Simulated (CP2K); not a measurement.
**Ge under changes of volume**

One of the cells (22.639 Å³/atom); the others are scaled copies at fixed shape and fractional positions:

```xyz
2
Lattice="4.0007 0.0000 0.0000 2.0003 3.4647 0.0000 2.0003 1.1549 3.2665" Properties=species:S:1:pos:R:3 pbc="T T T"
Ge    6.0010    3.4647    2.4499
Ge    4.0007    2.3098    1.6333
```

```yaml
Program: CP2K 2026.2
Functional: LDA
Potentials_or_basis: GTH_POTENTIALS Ge GTH-PADE-q4; TZVP-MOLOPT-PBE-GTH basis
Density_cutoff: 6123 eV
k_mesh: 8 × 8 × 8
Occupations: fermi-dirac, width 0.01 eV
Spin: no spin polarisation
```

```tsv
volume (Å³/atom)	energy over the lowest point (meV/atom)	pressure (GPa)
21.281	2.17	1.6
21.733	0.00	-0.1
22.186	2.27	-1.5
22.639	8.36	-2.7
23.092	17.72	-3.9
23.545	?	?
23.997	45.32	-5.8
```

**Question.** What does the run at 23.545 Å³/atom give?

**Answer.** Energy over the lowest point 30.21 meV/atom; pressure -4.9 GPa.

Worked out: A Birch-Murnaghan fit of order 3 (a polynomial in V^(-2/3)) to the other rows has its minimum at 21.72 Å³/atom with B0 = V·E''(V) = 74 GPa and B' = 4.8. It gives 30.23 meV/atom at 23.545 Å³/atom, against the run's 30.21, and -dE/dV = -4.9 GPa, against -4.9.

Energies are extrapolated to zero smearing.

Caveats: the basis of atomic orbitals isn't converged, which shifts pressures, moduli and gaps.
